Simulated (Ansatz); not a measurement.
Ag vacancy in Ag

Method: DFT PBE, scalar-relativistic, plane waves, PAW in Ansatz 0.2.0. Settings: 420 eV cutoff, 5×5×5 k-mesh, Gaussian smearing of 0.10 eV, no spin polarisation.

Host crystal, relaxed:

```cif
data_structure
_symmetry_space_group_name_H-M 'P 1'
_symmetry_Int_Tables_number 1
_cell_length_a 2.9327
_cell_length_b 2.9327
_cell_length_c 2.9327
_cell_angle_alpha 60.000
_cell_angle_beta 60.000
_cell_angle_gamma 60.000
_cell_volume 17.84
loop_
_atom_site_label
_atom_site_type_symbol
_atom_site_fract_x
_atom_site_fract_y
_atom_site_fract_z
_atom_site_occupancy
Ag1 Ag 0.00000 0.00000 0.00000 1
```

Supercell of 16 atoms, rows in host cell vectors: 1 -3 1; 1 1 1; -3 1 1. Atoms relax at the host's cell, keeping the symmetry that the supercell leaves at the site. The cell is small, so energies carry finite-size errors of tenths of an eV. The host is a metal. Atoms are taken from and returned to the elements' standard states.

Defect: Ag vacancy set at (0.000, 0.000, 0.000) of the host cell. Before relaxation its nearest neighbours are 12 Ag at 2.93 Å.

```tsv
charge	E_f at the valence band top (eV)	moment (μB)	largest move (Å)	atoms near the site
0	0.86	0.00	0.03	12 Ag at 2.90 Å
```

Cost: 2 runs of about 2.8 core-minutes in all, on Intel Xeon Processor @ 2.70GHz (shared hosts).